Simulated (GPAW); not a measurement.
Wanted: an ASE script for a GPAW 26.7.0 run.

```
Task                : single point
Functional          : SCAN
Potentials or basis : GPAW PAW data sets (gpaw-data 1.2.1)
Cutoff              : 600 eV
Basis               : pw
k mesh              : 8 × 8 × 8
Occupations         : fermi-dirac, width 0.05 eV
Spin                : no spin polarisation
Maxiter             : 150
```

InAs:

```
In As
1.0
     0.00000    2.87730    2.87730
     2.87730    0.00000    2.87730
     2.87730    2.87730    0.00000
In As
1 1
Cartesian
  2.8773 2.8773 2.8773
  0.0000 0.0000 0.0000
```

Measurements of this composition are mostly on another form, of space group No. 216.

These files were run (other wordings do the same):

run.py

```python
from ase import Atoms
from ase.dft.bandgap import bandgap
from ase.io import write
from ase.units import GPa
from gpaw import GPAW, PW

atoms = Atoms(['In', 'As'],
              cell=[[0.0, 2.877304, 2.877304],
                    [2.877304, 0.0, 2.877304],
                    [2.877304, 2.877304, 0.0]],
              scaled_positions=[[0.5, 0.5, 0.5],
                                [0.0, 0.0, 0.0]],
              pbc=True)

calc = GPAW(mode=PW(600),
            xc='MGGA_X_SCAN+MGGA_C_SCAN',
            kpts={'size': (8, 8, 8), 'gamma': True},
            occupations={'name': 'fermi-dirac', 'width': 0.05},
            nbands=18,
            convergence={'density': 1e-05, 'energy': 1e-05},
            maxiter=150,
            txt='gpaw.txt')
atoms.calc = calc
energy = atoms.get_potential_energy()
forces = atoms.get_forces()
stress = atoms.get_stress()
calc.write('gs.gpw')
write('result.traj', atoms)
print(f'Energy: {energy:.6f} eV')
print('Forces (eV/A):')
print(forces.round(4))
print('Stress (GPa):', (stress / GPa).round(3))
print('Fermi level:', round(calc.get_fermi_level(), 4), 'eV')
print(f'Gap: {bandgap(calc)[0]:.4f} eV, direct: {bandgap(calc, direct=True)[0]:.4f} eV')
```

Potentials or basis: GPAW PAW data sets (gpaw-data 1.2.1), pw.

The run is started by

```sh
$ OMP_NUM_THREADS=1 python run.py
```

Results of the run:

```json
{
 "Pressure": "-2.9 GPa",
 "Band gap on the k mesh": "none (metal or under the smearing width)"
}
```

Caveat: the PAW data sets were made with another functional, which shifts forces and pressure a little.

Wall time 57 s on 1 thread of Arm Neoverse V1, with other jobs on the host, peak memory 0.29 GiB.
